**Q:** All seven rows describe the same crystal of gold. Why can't they agree on its size?

Gold in the bcc structure, from DFT in Ansatz 0.2.0 with plane waves, scalar-relativistic PAW datasets made for PBE, no spin polarisation and Fermi-Dirac smearing of 0.1 eV. For each functional, the volume, bulk modulus and pressure derivative come from a third-order Birch-Murnaghan fit to energies extrapolated to zero smearing.

```csv
functional,wave cutoff,k mesh,volume per atom (Å³),bulk modulus (GPa),bulk modulus pressure derivative
LDA,420 eV,15×15×15,16.63,190,5.70
PBEsol,420 eV,15×15×15,17.08,171,5.80
PBE,420 eV,22×22×22,18.01,137,6.08
revPBE,420 eV,15×15×15,18.44,123,6.03
RPBE,420 eV,15×15×15,18.61,117,6.05
BLYP,420 eV,15×15×15,19.56,101,5.98
r2SCAN,500 eV,15×15×15,17.63,150,5.87
```

**A:** They differ in how much energy the electrons gain from exchange and correlation, and in how that gain changes as atoms approach each other. LDA looks only at the local density. PBEsol, PBE, revPBE and RPBE also look at its gradient, and they strengthen exchange where the density varies steeply. When atoms are pushed together, their overlapping tails smooth the density between them, and part of that extra exchange energy is lost. The loss acts as an outward pressure, so the crystal settles at a larger volume.

**Q:** Can I see this pressure in numbers?

**A:** Yes, by holding every functional at the same volume, say 17.6 Å³ per atom. I read the pressure from each one's own Birch-Murnaghan curve, which its volume, bulk modulus and pressure derivative define. LDA gold is stretched there and pulls inward with 9 GPa, while PBE pushes outward with 3 GPa and BLYP with 15 GPa. These numbers show that the push differs; that density gradients cause much of the difference is an argument from theory.

**Q:** Then does more gradient enhancement always mean a larger crystal?

**A:** Within the PBE family here, yes. At one chosen steepness of the density (a reduced gradient of 1.5, steeper than is expected between the atoms of a dense metal, though the order within this family is the same at gentler gradients), PBEsol strengthens exchange by about 20% over LDA, PBE by 31%, revPBE by 35% and RPBE by 37%. The volumes follow the same order. The percentages don't give the size of each step, because a crystal contains many different gradients and the gradient correction to correlation works partly the other way.

**Q:** BLYP has the largest volume of all. Is its exchange the strongest?

**A:** Not at that steepness, and this makes it the instructive exception. Its exchange is strengthened there by 32%, which lies between PBE and revPBE, yet its volume exceeds that of RPBE by 0.95 Å³. Only at the gentlest gradients is its exchange slightly ahead of the other four. The push depends on how fast the enhancement grows with the gradient, and over the moderate gradients of a dense metal BLYP's exchange is expected to push about as hard as PBE's and less than RPBE's. The likely culprit is therefore its correlation part, LYP. In the PBE family the gradient correction to correlation pulls inward and cancels a large part of the exchange push; LYP is expected to cancel much less of it. LYP also gives too little correlation energy for the uniform electron gas, but this should shift the pressure less. BLYP is known to bind metals too weakly. No row changes the correlation alone, so this split is an expectation from theory and isn't shown by the table.

**Q:** The bulk modulus nearly halves from LDA to BLYP. So BLYP makes softer bonds?

**A:** It makes a softer crystal at rest, but you are comparing crystals of different size. The bulk modulus B is the resistance to uniform compression, and its pressure derivative B′ tells how fast B grows under pressure. A small change of volume dV changes the pressure by −B dV/V, and therefore B by −B′B dV/V. If B′ stays constant, B varies as V to the power −B′. Now bring both crystals to 17.6 Å³:

LDA, stretched: 190 GPa × (16.63/17.6)^5.70 ≈ 138 GPa

BLYP, squeezed: 101 GPa × (19.56/17.6)^5.98 ≈ 190 GPa

The order has turned round. The full curves give 135.4 and 181.5 GPa, because B′ itself falls under compression and rises under stretching. The short formula is thus about 5% too high for BLYP, but the reversal stands.

**Q:** Why should the functional that binds more weakly be stiffer at the same volume?

**A:** Stiffness depends on how quickly the pressure rises during compression, not on how strong the binding is. BLYP's extra outward push over LDA grows as the atoms come closer, so it adds to the resistance. The same push also drives the crystal to a larger volume, where the atoms repel each other less, and this second effect wins. Within one functional, 1% more volume costs about 6% of the bulk modulus; from LDA to BLYP the net loss is only about 4% for each 1%.

**Q:** Does r2SCAN fit the picture?

**A:** Its volume and bulk modulus both lie between those of PBEsol and PBE, so it keeps to the common pattern of larger and softer. It can't be ranked by gradient enhancement alone, because it also uses the kinetic-energy density to tell different kinds of bonding apart. At the common volume, too, its stiffness falls between the same two neighbours.

**Q:** What should I take from this when I need a stiffness?

**A:** Ask at which volume it was computed. At each functional's own volume, LDA gives the stiffest gold and BLYP the softest; at a shared volume the order is reversed, with revPBE and RPBE practically tied. A modulus calculated at a fixed lattice constant therefore shouldn't be mixed with one from a relaxed crystal.

**Q:** And which functional is right for gold?

**A:** This table can't decide that. Real gold is face-centred cubic, and here the body-centred form is held in place by its symmetry. The atomic datasets were also made for PBE, which adds an untested error to the other six rows. PBE was run on a denser k mesh and r2SCAN with a higher wave cutoff, and the effect of neither was tested. The small differences in the pressure derivative among PBE, revPBE and RPBE, such as PBE's highest value, therefore shouldn't be read as properties of the functionals. The output below lists the pressures and bulk moduli of all seven functionals at the common volume.

Output of the analysis:

```
Equilibrium and common volume 17.6 A^3:
     row  neighbour distance (A)  volume above LDA (%)  pressure at 17.6 A^3 (GPa)  bulk modulus at 17.6 A^3 (GPa)
     LDA                   2.785                     0                      -9.162                           135.4
  PBEsol                    2.81                 2.706                      -4.701                           143.1
     PBE                    2.86                 8.298                       3.383                           157.2
  revPBE                   2.883                 10.88                       6.598                           161.3
    RPBE                   2.891                 11.91                       7.725                           161.7
    BLYP                    2.94                 17.62                        14.6                           181.5
  r2SCAN                    2.84                 6.013                      0.2567                           151.5
Volume step LDA to PBEsol (A^3): 0.45
Volume step PBEsol to PBE (A^3): 0.93
Volume step PBE to revPBE (A^3): 0.43
Volume step revPBE to RPBE (A^3): 0.17
Volume step RPBE to BLYP (A^3): 0.95
Equilibrium bulk modulus, BLYP less LDA (GPa): -89
Bulk modulus at 17.6 A^3, BLYP less LDA (GPa): 46.1
Pressure at 17.6 A^3, BLYP less LDA (GPa): 23.76
Power of 1/V with which B falls across functionals, LDA to BLYP: 3.894
Power of 1/V with which the extra pressure of BLYP over LDA fades near 17.6 A^3: 1.94
Exchange enhancement at reduced gradient 1.5, PBEsol (%): 20.19
Exchange enhancement at reduced gradient 1.5, PBE (%): 30.58
Exchange enhancement at reduced gradient 1.5, revPBE (%): 35.04
Exchange enhancement at reduced gradient 1.5, RPBE (%): 36.91
Exchange enhancement at reduced gradient 1.5, exchange part of BLYP (%): 32.01
BLYP squeezed to 0.92, pressure from the curve (GPa): 10.85
BLYP squeezed to 0.92, pressure listed by the run (GPa): 10.81
PBEsol stretched to 1.04, pressure from the curve (GPa): -5.69
PBEsol stretched to 1.04, pressure listed by the run (GPa): -5.64
```
